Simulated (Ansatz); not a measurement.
**Random displacements in SiC**

All numbers below come from Ansatz, DFT PBE, scalar-relativistic, plane waves, PAW. Settings: plane waves to 420 eV, k-mesh 12×12×4 (Γ-centred), Gaussian smearing 0.05 eV. No spin polarisation. Energies are free energies at this smearing, counted from the undisturbed cell; pressure is positive in compression.

Reference structure (relaxed at this level):

```xyz
8
Lattice="3.0941 0.0000 0.0000 -1.5471 2.6796 0.0000 0.0000 0.0000 10.1293" Properties=species:S:1:pos:R:3 pbc="T T T"
Si    1.5471    0.8932    9.4997
Si    0.0000    1.7864    4.4351
Si    0.0000    0.0000    6.9680
Si    0.0000    0.0000    1.9033
C     1.5471    0.8932    7.5951
C     0.0000    1.7864    2.5304
C     0.0000    0.0000    5.0692
C     0.0000    0.0000    0.0045
```

The atoms are displaced (Å, in the unstrained cell):

| atom | ux | uy | uz |
| --- | --- | --- | --- |
| Si1 | 0.004 | 0.116 | -0.044 |
| Si2 | 0.018 | 0.015 | 0.041 |
| Si3 | -0.002 | -0.025 | -0.061 |
| Si4 | 0.003 | -0.056 | 0.002 |
| C5 | 0.024 | -0.034 | 0.042 |
| C6 | -0.066 | -0.020 | 0.000 |
| C7 | 0.083 | -0.009 | 0.010 |
| C8 | -0.063 | 0.014 | 0.011 |

Strain (Voigt, engineering shear): (-0.0044, 0.0059, -0.0020, -0.0314, -0.0269, -0.0173).

Problem. What are the energy change, the stress and the forces?

Solution. ΔE = 70.6 meV/atom; stress (xx, yy, zz, yz, xz, xy; compression positive) (1.66, -2.01, 4.90, 6.21, 3.89, 0.65) GPa; gap on the mesh 1.12 eV.
```tsv
atom	Fx (eV/Å)	Fy	Fz
Si1	-0.55	-2.14	1.71
Si2	0.70	-0.76	-1.59
Si3	0.32	-0.16	2.57
Si4	-1.41	0.87	-0.31
C5	-0.11	0.54	-2.50
C6	1.43	-0.59	0.83
C7	-1.14	0.64	-0.29
C8	0.77	1.60	-0.42
```

Cost: 1 run of about 0.36 core-minutes, on Intel Xeon 6975P-C (Granite Rapids) (shared hosts).